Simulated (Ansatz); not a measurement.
V, DFT, PBE, all-electron LAPW, scalar-relativistic (Ansatz 0.2.0), run on 1 thread of Intel(R) Xeon(R) Platinum 8488C (Sapphire Rapids) on a shared host.

The cell comes from COD entry 7101267, which wasn't checked; take it as a given geometry. The listed cell was then made from it by scaling, straining or moving an atom.

Command: `ansatz run input.yaml --threads 1 --pin off --max-ram 3072MiB --backend cpu --events-out ev --progress --plain --runs-dir out`

```yaml
crystal:
  lattice:
    - [-1.54326, 1.513, 1.513]
    - [1.513, -1.54326, 1.513]
    - [1.513, 1.513, -1.54326]
  atoms:
    - { symbol: V, position: [0.0, 0.0, 0.0], spin: 1.5 }
magnetization:
  spin_polarized: true
kpoints:
  mp_grid: { grid: [19, 19, 19] }
  band_path:
    path:
      - [0.0, 0.0, 0.0]
      - [0.0, 0.0, 0.5]
      - [-0.5, 0.5, 0.5]
      - [-0.7548769728, 0.2451230272, 0.2451230272]
      - [0.2451230272, 0.2451230272, 0.2451230272]
      - [0.0, 0.0, 0.0]
      - [-0.5, 0.0, 0.5]
    npoints: 5
scf:
  occupations: { method: fermi_dirac, width: 0.03 }
hamiltonian:
  xc: pbe
  pseudopotentials: { kind: all_electron, lapw: { basis_error: 0.001 } }
output:
  forces: true
  stress: true
  eigenvalues: true
```

Problem. How large is the problem that the program sets up?

Solution. 670 irreducible k-points, 141 plane waves at Γ, 12 bands.

Problem. About how long does it take, and how much memory does it use?

Solution. 85 s of wall time for 11 SCF iterations, with a peak of 0.82 GiB. Times on shared machines scatter by tens of per cent.
